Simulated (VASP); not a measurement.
# BaTe (Fm-3m) in VASP: single point with PBE

Aim: the single point of BaTe with PBE.

Program: VASP 6.6.1. These are calculated values, not measurements. Logs are shortened: lines on timing, memory, paths and dates and some standing lists are left out, and cuts for length are marked.

### Step 1. The crystal as given

It takes space group Fm-3m (No. 225, cubic). The conventional cell has a = 6.959 Å, b = 6.959 Å, c = 6.959 Å, α = 90.00°, β = 90.00°, γ = 90.00°. Ba (site symmetry m-3m) is surrounded by 6 Te at 3.48 Å. Te (site symmetry m-3m) is surrounded by 6 Ba at 3.48 Å.

### Step 2. Single point, PBE

The input, INCAR:

```
  PREC = Accurate
  ENCUT = 520
  EDIFF = 1E-6
  ISMEAR = -1
  SIGMA = 0.1
  LREAL = False
  LASPH = True
  NELM = 100
  ALGO = Fast
  ISIF = 2
  LWAVE = False
  LCHARG = False
  GGA = PE
  NBANDS = 15
```

The input, KPOINTS:

```
regular mesh
0
Gamma
  6 6 6
```

The input, POSCAR:

```
BaTe
1.0
    0.0000000000      3.4794750000      3.4794750000
    3.4794750000      0.0000000000      3.4794750000
    3.4794750000      3.4794750000      0.0000000000
Ba Te
1 1
Direct
    0.0000000000      0.0000000000      0.0000000000
    0.5000000000      0.5000000000      0.5000000000
```

Potentials or basis: VASP PAW PBE potentials, release 64 (Ba_sv, Te).

The run is started by

```bash
> cat potpaw_PBE.64/Ba_sv/POTCAR potpaw_PBE.64/Te/POTCAR > POTCAR
> mpirun -np 1 vasp_std > vasp.out
```

OUTCAR:

```text
PREC = Accurate
   ENCUT = 520
   EDIFF = 1E-6
   ISMEAR = -1
   LREAL = False
   LASPH = True
   NELM = 100
   ISIF = 2
   GGA = PE

 ion  position               nearest neighbor table
   1  0.000  0.000  0.000-   2 3.48   2 3.48   2 3.48   2 3.48   2 3.48   2 3.48
   2  0.500  0.500  0.500-   1 3.48   1 3.48   1 3.48   1 3.48   1 3.48   1 3.48

  LATTYP: Found a face centered cubic cell.
 ALAT       =     6.9589500000

  Lattice vectors:

 A1 = (   0.0000000000,   3.4794750000,   3.4794750000)
 A2 = (   3.4794750000,   0.0000000000,   3.4794750000)
 A3 = (   3.4794750000,   3.4794750000,   0.0000000000)

Analysis of symmetry for initial positions (statically):
=====================================================================
 Subroutine PRICEL returns:
 Original cell was already a primitive cell.

 Routine SETGRP: Setting up the symmetry group for a
 face centered cubic supercell.

 Subroutine GETGRP returns: Found 48 space group operations
 (whereof 48 operations were pure point group operations)
 out of a pool of 48 trial point group operations.

The static configuration has the point symmetry O_h .

Analysis of symmetry for dynamics (positions and initial velocities):
=====================================================================
 Subroutine PRICEL returns:
 Original cell was already a primitive cell.

 Routine SETGRP: Setting up the symmetry group for a
 face centered cubic supercell.

 Subroutine GETGRP returns: Found 48 space group operations
 (whereof 48 operations were pure point group operations)
 out of a pool of 48 trial point group operations.

The dynamic configuration has the point symmetry O_h .

 Subroutine INISYM returns: Found 48 space group operations
 (whereof 48 operations are pure point group operations),
 and found     1 'primitive' translations

----------------------------------------------------------------------------------------

                                     Primitive cell

  volume of cell :      84.2502

  direct lattice vectors                    reciprocal lattice vectors
     0.000000000  3.479475000  3.479475000    -0.143699840  0.143699840  0.143699840
     3.479475000  0.000000000  3.479475000     0.143699840 -0.143699840  0.143699840
     3.479475000  3.479475000  0.000000000     0.143699840  0.143699840 -0.143699840

  length of vectors
     4.920720735  4.920720735  4.920720735     0.248895424  0.248895424  0.248895424

  position of ions in fractional coordinates (direct lattice)
     0.000000000  0.000000000  0.000000000
     0.500000000  0.500000000  0.500000000

  ion indices of the primitive-cell ions
   primitive index   ion index
                 1           1
                 2           2

----------------------------------------------------------------------------------------

 KPOINTS: regular mesh

Automatic generation of k-mesh.
 Grid dimensions read from file:
 generate k-points for:    6    6    6

 Generating k-lattice:

  Cartesian coordinates                     Fractional coordinates (reciprocal lattice)
    -0.023949973  0.023949973  0.023949973     0.166666667  0.000000000  0.000000000
     0.023949973 -0.023949973  0.023949973     0.000000000  0.166666667  0.000000000
     0.023949973  0.023949973 -0.023949973     0.000000000  0.000000000  0.166666667

  Length of vectors
     0.041482571  0.041482571  0.041482571

  Shift w.r.t. Gamma in fractional coordinates (k-lattice)
     0.000000000  0.000000000  0.000000000

 Subroutine IBZKPT returns following result:
 ===========================================

 Found     16 irreducible k-points:

 Following reciprocal coordinates:
            Coordinates               Weight
  0.000000  0.000000  0.000000      1.000000
  0.166667  0.000000  0.000000      8.000000
  0.333333  0.000000  0.000000      8.000000
  0.500000  0.000000  0.000000      4.000000
  0.166667  0.166667  0.000000      6.000000
  0.333333  0.166667  0.000000     24.000000
[... 8 lines left out ...]
 -0.333333  0.333333  0.166667     24.000000
 -0.333333  0.500000  0.166667     12.000000
   k-points           NKPTS =     16   k-points in BZ     NKDIM =     16   number of bands    NBANDS=     15
   number of dos      NEDOS =    301   number of ions     NIONS =      2
   total plane-waves  NPLWV =  64000
   dimension x,y,z NGX =    40 NGY =   40 NGZ =   40
   dimension x,y,z NGXF=    80 NGYF=   80 NGZF=   80
   ions per type =               1   1
   NGX,Y,Z   is equivalent  to a cutoff of  13.51, 13.51, 13.51 a.u.
   NGXF,Y,Z  is equivalent  to a cutoff of  27.03, 27.03, 27.03 a.u.
 SYSTEM =  unknown system
   PREC   = accura    normal or accurate (medium, high low for compatibility)
   ISTART =      0    job   : 0-new  1-cont  2-samecut
   ICHARG =      2    charge: 1-file 2-atom 10-const
   ISPIN  =      1    spin polarized calculation?
   LNONCOLLINEAR =      F non collinear calculations
   LSORBIT =      F    spin-orbit coupling
   LASPH  =      T    aspherical Exc in radial PAW
   ENCUT  =  520.0 eV  38.22 Ry    6.18 a.u.   9.15  9.15  9.15*2*pi/ulx,y,z
   NELM   =    100;   NELMIN=  2; NELMDL= -5     # of ELM steps
   EDIFF  = 0.1E-05   stopping-criterion for ELM
   LREAL  =      F    real-space projection
   EDIFFG = 0.1E-04   stopping-criterion for IOM
   NSW    =      0    number of steps for IOM
   IBRION =     -1    ionic relax: 0-MD 1-quasi-New 2-CG
   NFREE  =      0    steps in history (QN), initial steepest desc. (CG)
   ISIF   =      2    stress and relaxation
   ISYM   =      2    0-nonsym 1-usesym 2-fastsym
   POTIM  = 0.5000    time-step for ionic-motion
   TEBEG  =    0.0;   TEEND  =   0.0 temperature during run
   PSTRESS=    0.0 pullay stress
   NELECT =      16.0000    total number of electrons
   NUPDOWN=      -1.0000    fix difference up-down
   EMIN   =  10.00;   EMAX   =-10.00  energy-range for DOS
   EFERMI =   0.00;   METHOD = LEGACY
   ISMEAR =    -1;   SIGMA  =   0.10  broadening in eV -4-tet -1-fermi 0-gaus
   EFERMI_NEDOS =   21; number of points for ismear=-14 and -15
   IALGO  =     68    algorithm
   IMIX   =      4    mixing-type and parameters
     AMIX     =   0.40;   BMIX     =  1.00
     AMIX_MAG =   1.60;   BMIX_MAG =  1.00
  volume/ion in A,a.u.               =      42.13       284.27
  Fermi-wavevector in a.u.,A,eV,Ry     =   0.941003  1.778238 12.047783  0.885487
  Thomas-Fermi vector in A             =   2.068471
   LORBIT       =      0    0 simple, 1 ext, 2 COOP (PROOUT), +10 PAW based schemes
   GGA     = PE    functional components
   LHFCALC =     F    Hartree Fock is set to
   AEXX    =    0.0000 exact exchange contribution
   IVDW    =     0    specifies the selected vdW correction
   LEPSILON=     F    determine dielectric tensor
   LRPA    =     F    only Hartree local field effects (RPA)
 non-spin polarized calculation
 RMM-DIIS sequential band-by-band and
  energy-cutoff  :      520.00
  volume of cell :       84.25
 maximum number of plane-waves:      2285
 NGX is ok and might be reduce to    40
   NGX = 19   NGY = 19   NGZ = 19

 number of electron      16.0000000 magnetization

 Free energy of the ion-electron system (eV)
  ---------------------------------------------------
  ext. energy  EPLUGINS =         0.00000000
  ---------------------------------------------------
  free energy    TOTEN  =        -8.60344864 eV

  energy without entropy =       -8.60340173  energy(sigma->0) =       -8.60342518

 E-fermi :   3.1533     XC(G=0):  -8.3168

 val. band max:        2.3901154639   @ k =   0.0000   0.0000   0.0000
 cond. band min:       3.8692962602   @ k =   0.5000   0.5000   0.0000
 fundamental gap:      1.4791807963
 Fermi energy:         3.1533364529

 k-point     1 :       0.0000    0.0000    0.0000
  band No.  band energies     occupation
      1     -24.5846      2.00000
      2      -9.7414      2.00000
      3      -9.7414      2.00000
      4      -9.7414      2.00000
      5      -7.1913      2.00000
      6       2.3901      1.99903
      7       2.3901      1.99903
      8       2.3901      1.99903
      9       5.3046      0.00000
     10       5.3046      0.00000
     11       5.3046      0.00000
     12       5.3701      0.00000
     13       5.9401      0.00000
     14       5.9401      0.00000
     15       9.3779      0.00000

 k-point     2 :       0.1667    0.0000    0.0000
  band No.  band energies     occupation
      1     -24.5809      2.00000
      2      -9.8742      2.00000
      3      -9.7444      2.00000
      4      -9.7444      2.00000
      5      -6.9830      2.00000
      6       1.5715      2.00000
      7       1.9970      1.99998
      8       1.9970      1.99998
      9       5.3622      0.00000
     10       5.6480      0.00000
     11       5.6480      0.00000
     12       6.4589      0.00000
     13       6.7216      0.00000
     14       6.7216      0.00000
     15      10.2231      0.00000

 k-point     3 :       0.3333    0.0000    0.0000
  band No.  band energies     occupation
      1     -24.5736      2.00000
      2     -10.0988      2.00000
      3      -9.7504      2.00000
      4      -9.7504      2.00000
      5      -6.5938      2.00000
      6       0.5201      2.00000
      7       1.4422      2.00000
      8       1.4422      2.00000
      9       5.8017      0.00000
     10       6.5285      0.00000
     11       6.5285      0.00000
     12       7.8166      0.00000
     13       8.4060      0.00000
     14       8.4060      0.00000
     15      10.5778      0.00000
[... 199 lines left out ...]
 k-point    15 :      -0.3333    0.3333    0.1667
  band No.  band energies     occupation
      1     -24.5663      2.00000
      2     -10.0327      2.00000
      3      -9.8634      2.00000
      4      -9.8107      2.00000
      5      -6.6692      2.00000
      6       0.7758      2.00000
      7       1.3843      2.00000
      8       1.4133      2.00000
      9       5.9803      0.00000
     10       6.0976      0.00000
     11       7.7822      0.00000
     12       7.8174      0.00000
     13       7.9696      0.00000
     14       9.7096      0.00000
     15      10.6555      0.00000

 k-point    16 :      -0.3333    0.5000    0.1667
  band No.  band energies     occupation
      1     -24.5652      2.00000
      2      -9.9325      2.00000
      3      -9.8884      2.00000
      4      -9.8651      2.00000
      5      -6.8131      2.00000
      6       1.2777      2.00000
      7       1.3174      2.00000
      8       1.6265      2.00000
      9       4.9312      0.00000
     10       6.9588      0.00000
     11       7.1422      0.00000
     12       7.7511      0.00000
     13       8.1998      0.00000
     14       8.9866      0.00000
     15      10.5687      0.00000

------------------------ aborting loop because EDIFF is reached ----------------------------------------

  FORCE on cell =-STRESS in cart. coord.  units (eV):
  Direction    XX          YY          ZZ          XY          YZ          ZX
  --------------------------------------------------------------------------------------
  -------------------------------------------------------------------------------------
  Total        0.9395881      0.9395881      0.9395881      0.0000000      0.0000000     -0.0000000
  in kB       17.8680400     17.8680400     17.8680400      0.0000000      0.0000000     -0.0000000
  external PRESSURE =      17.8680400 kB  Pullay stress =       0.0000000 kB

 VOLUME and BASIS-vectors are now :
 -----------------------------------------------------------------------------
  energy-cutoff  :      520.00
  volume of cell :       84.25
      direct lattice vectors                 reciprocal lattice vectors
     0.000000000  3.479475000  3.479475000    -0.143699840  0.143699840  0.143699840
     3.479475000  0.000000000  3.479475000     0.143699840 -0.143699840  0.143699840
     3.479475000  3.479475000  0.000000000     0.143699840  0.143699840 -0.143699840

 POSITION                                       TOTAL-FORCE (eV/Angst)
 -----------------------------------------------------------------------------------
      0.00000      0.00000      0.00000         0.000000      0.000000      0.000000
      3.47947      3.47947      3.47947         0.000000      0.000000      0.000000
 -----------------------------------------------------------------------------------
    total drift:                                0.000000     -0.000000     -0.000000

  FREE ENERGIE OF THE ION-ELECTRON SYSTEM (eV)
  ---------------------------------------------------
  free  energy   TOTEN  =        -8.6034486352 eV

  energy  without entropy=       -8.6034017276  energy(sigma->0) =       -8.60342518
```

Wall time 14 s (1 thread of Intel Xeon 6975P-C (Granite Rapids), shared host); peak memory 0.23 GiB.

What came out:

| Item | Value |
| --- | --- |
| Free energy | -8.6034 eV |
| Pressure | 1.8 GPa |
| Band gap on the k mesh | 1.48 eV, indirect (least direct gap 1.86 eV) |

Caveat: spin-orbit coupling is left out, which moves the levels of the heavy elements. A k mesh can miss the band edges.
